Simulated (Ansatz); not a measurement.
# WS2: the cost of one run

Computed with Ansatz 0.2.0 (DFT PBE, scalar-relativistic, plane waves, PAW, unless a step's input says otherwise).

### 1 The structure to begin with

The structure is tetragonal, space group P4/mmm (No. 123). The conventional cell has a = 3.406 Å, b = 3.406 Å, c = 10.757 Å, α = 90.00°, β = 90.00°, γ = 90.00°. W (site symmetry 4/mmm) is surrounded by 4 W at 3.41 Å. S (site symmetry 4mm) has 1 S at 1.82 Å as nearest neighbours.

As a file:

```cif
data_structure
_symmetry_space_group_name_H-M 'P4/mmm'
_symmetry_Int_Tables_number 123
_cell_length_a 3.4062
_cell_length_b 3.4062
_cell_length_c 10.7573
_cell_angle_alpha 90.000
_cell_angle_beta 90.000
_cell_angle_gamma 90.000
_cell_volume 124.81
loop_
_atom_site_label
_atom_site_type_symbol
_atom_site_symmetry_multiplicity
_atom_site_Wyckoff_symbol
_atom_site_fract_x
_atom_site_fract_y
_atom_site_fract_z
_atom_site_occupancy
W1 W 1 d 0.50000 0.50000 0.50000 1
S1 S 2 h 0.50000 0.50000 0.91552 1
```

A structure generator made this guess: random cell by space group and Wyckoff sites (P4/mmm, No. 123). Lengths come from tabulated atomic sizes and are only a guess.

### 2 Probe: one point on a coarse mesh

input.yaml

```yaml
crystal:
  lattice:
    - [3.40621514, 0.0, 0.0]
    - [0.0, 3.40621514, 0.0]
    - [0.0, 0.0, 10.75728372]
  atoms:
    - { symbol: W, position: [0.5, 0.5, 0.5] }
    - { symbol: S, position: [0.5, 0.5, 0.91552355] }
    - { symbol: S, position: [0.5, 0.5, 0.08447645] }
basis:
  ecutwfc: 420
kpoints:
  mp_grid: { grid: [6, 6, 2] }
hamiltonian:
  xc: pbe
scf:
  occupations: { method: gaussian, width: 0.1 }
  lower_state_search: "off"
output:
  forces: true
  stress: true
  eigenvalues: true
```

Command:

```
> ansatz run input.yaml --threads 1 --pin off --max-ram 2048MiB --backend cpu --events-out ev --progress --plain --runs-dir out
```

**Question.** How long does this run take on 1 thread of Arm Neoverse V1, shared host, and how much memory does it need?

About 3.1 s, with a peak of 0.35 GiB.
